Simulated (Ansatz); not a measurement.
Crystal: SiO2.

```
CELL_PARAMETERS angstrom
-2.47729 2.47729 3.65567
2.47729 -2.47729 3.65567
2.47729 2.47729 -3.65567
ATOMIC_POSITIONS crystal
Si 0.75000 0.25000 0.50000
Si 0.00000 0.00000 0.00000
O 0.87500 0.02821 0.65321
O 0.77821 0.12500 0.15321
O 0.97179 0.62500 0.84679
O 0.37500 0.22179 0.34679
```

The cell comes from a database or a generator and needn't be the stable form of this composition.

| Item | Value |
| --- | --- |
| Program | Ansatz 0.2.0 |
| Task | single point |
| Functional | PBE |
| Potentials or basis | Ansatz PAW |
| Cutoff | 420 eV (not typed: the program's choice for these potentials) |
| k mesh | 8 × 8 × 8 |
| Occupations | fermi-dirac, width 0.05 eV |
| Spin | no spin polarisation |

On this cell: pressure 4.4 GPa; largest force 0.271 eV/Å; band gap on the k mesh 5.92 eV, direct.

The same run follows on a disturbed copy (atoms moved at random, drawn with an rms of 0.05 Å):

```
Si O
1.0
    -2.47729    2.47729    3.65567
     2.47729   -2.47729    3.65567
     2.47729    2.47729   -3.65567
Si O
2 4
Direct
  0.74618 0.24992 0.50364
  0.00524 0.99513 0.00944
  0.87470 0.03536 0.65694
  0.78566 0.13328 0.16771
  0.96721 0.61505 0.83692
  0.38207 0.22429 0.35237
```

What changes?

The energy moves by +34.9 meV/atom; pressure 6.4 GPa; largest force 2.755 eV/Å; band gap on the k mesh 5.85 eV, direct.

Forces in eV/Å, atoms in the order of the input:
```
Si  -1.223  0.619  0.552
Si   0.186 -1.469  0.775
O   -0.313  2.158 -1.684
O   -1.137 -0.253  0.491
O    1.990  0.715  1.312
O    0.497 -1.771 -1.446
```

Stress tensor (GPa, compression positive):
```
 6.55 -0.93  1.93
-0.93  6.42  3.06
 1.93  3.06  6.22
```

A k mesh can miss the band edges.
